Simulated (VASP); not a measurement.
Set up this calculation in VASP 6.6.1, as the native input.

* Task: band structure
* Functional: PBE
* Potentials or basis: VASP PAW PBE potentials, release 64 (Se)
* Cutoff: 520 eV
* k mesh: 6 × 6 × 4
* Occupations: gaussian, width 0.03 eV
* Spin: spin-orbit coupling, no magnetisation
* Further INCAR settings: ALGO = Normal; EDIFF = 1e-07; NBANDS = 31

The structure of Se lies in POSCAR:

```
Se                                      
1.0
    4.0646724176      0.0000000000      0.0000000000
   -2.0323362088      3.5201095717      0.0000000000
    0.0000000000      0.0000000000      5.1336898583
  Se            
     3
Direct
     0.2477491666456899    0.0000000000000000    0.3333333332999970
     0.0000000000000000    0.2477491666456899    0.6666666667000030
     0.7522508333543101    0.7522508333543101    0.0000000000000000
```

These files were run (other wordings do the same):

INCAR

```
PREC = Accurate ; ENCUT = 520
EDIFF = 1E-7 ; ISMEAR = 0
SIGMA = 0.03 ; LREAL = False
LASPH = True ; NELM = 80
ALGO = Normal ; ISIF = 2
LWAVE = False ; LCHARG = False
LNONCOLLINEAR = True ; MAGMOM = 0 0 0 0 0 0 0 0 0
LORBIT = 11 ; LSORBIT = True
GGA_COMPAT = False ; GGA = PE
NBANDS = 31 ; KPAR = 2
```

KPOINTS

```
Automatic mesh
0
Gamma
  6 6 4
```

KPOINTS_OPT

```
explicit points
168
Reciprocal
 0.0000000000  0.0000000000  0.0000000000 1
 0.0555555556  0.0000000000  0.0000000000 1
 0.1111111111  0.0000000000  0.0000000000 1
 0.1666666667  0.0000000000  0.0000000000 1
 0.2222222222  0.0000000000  0.0000000000 1
 0.2777777778  0.0000000000  0.0000000000 1
[... 160 lines left out ...]
 0.5000000000  0.0000000000  0.0275936500 1
 0.5000000000  0.0000000000 -0.0275936500 1
```

Potentials or basis: VASP PAW PBE potentials, release 64 (Se).

The run is started by

```sh
$ cat potpaw_PBE.64/Se/POTCAR > POTCAR
$ mpirun -np 2 vasp_ncl > vasp.out
```

It gave:

The pressure is 2.6 GPa and the largest force is 0.005 eV/Å. The valence electrons inside the program's atomic spheres are Se 3.72.

Run time: 4.8 min on 2 MPI ranks on Intel(R) Xeon(R) Platinum 8488C (Sapphire Rapids), with other jobs on the host, peak memory 0.4 GiB a rank.
